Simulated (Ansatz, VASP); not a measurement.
This is a calculation of P for VASP 6.6.1.

The input INCAR:

```
PREC = Accurate
ENCUT = 520
EDIFF = 1E-6
ISMEAR = -1
SIGMA = 0.05
LREAL = F
LASPH = T
NELM = 80
ALGO = Normal
ISIF = 2
LWAVE = F
LCHARG = F
GGA = PS
NBANDS = 12
```

KPOINTS

```
regular mesh
0
Gamma
  9 9 9
```

Contents of POSCAR:

```
P
1.0
    1.7595715195      1.0158890905      3.1910618704
   -1.7595715195      1.0158890905      3.1910618704
    0.0000000000     -2.0317781808      3.1910618704
P
2
Direct
    0.7729197500      0.7729197500      0.7729197500
    0.2270802500      0.2270802500      0.2270802500
```

Potentials or basis: VASP PAW PBE potentials, release 64 (P).

Launch:

```console
$ cat potpaw_PBE.64/P/POTCAR > POTCAR
$ mpirun -np 1 vasp_std > vasp.out
```

Problem. Translate it to Ansatz 0.2.0. Potentials there: Ansatz PAW.

Solution. As run (the cutoff follows the program's own potentials):

File input.yaml:

```yaml
crystal:
  lattice:
    - [1.7595715195, 1.0158890905, 3.1910618704]
    - [-1.7595715195, 1.0158890905, 3.1910618704]
    - [0.0, -2.0317781808, 3.1910618704]
  atoms:
    - { symbol: P, position: [0.77291975, 0.77291975, 0.77291975] }
    - { symbol: P, position: [0.22708025, 0.22708025, 0.22708025] }
hamiltonian:
  xc: pbesol
  pseudopotentials: { kind: paw }
kpoints:
  mp_grid: { grid: [9, 9, 9] }
scf:
  occupations: { method: fermi_dirac, width: 0.05 }
output:
  forces: true
  stress: true
  eigenvalues: true
```

Potentials or basis: Ansatz PAW.

Run with:

```console
$ ansatz run input.yaml --threads 1 --pin off --max-ram 3584MiB --backend cpu --events-out ev --progress --plain --runs-dir out
```

Both were run:

|  | VASP | Ansatz | Ansatz less VASP |
| --- | --- | --- | --- |
| gap on the k mesh at the Fermi level (eV) | none | none | - |
| pressure (GPa) | -6.3 | -6.3 | -0.01 |
| largest component of the traceless stress (GPa) | 0.09 | 0.03 | -0.068 |
| rms of the force components (eV/Å) | 0.079 | 0.062 | -0.0171 |

Atom by atom the forces differ by 0.017 eV/Å (rms over components). A gap of «none» marks a metal or a gap that the smearing closes. The functional is the same, so the differences come from potentials, cutoffs and numerics.

Caveats: the PAW data sets were made with another functional, which shifts forces and pressure a little (VASP); the PAW data sets come from PBE, with cores solved anew for the run's functional, which leaves a small shift of forces and pressure (Ansatz).
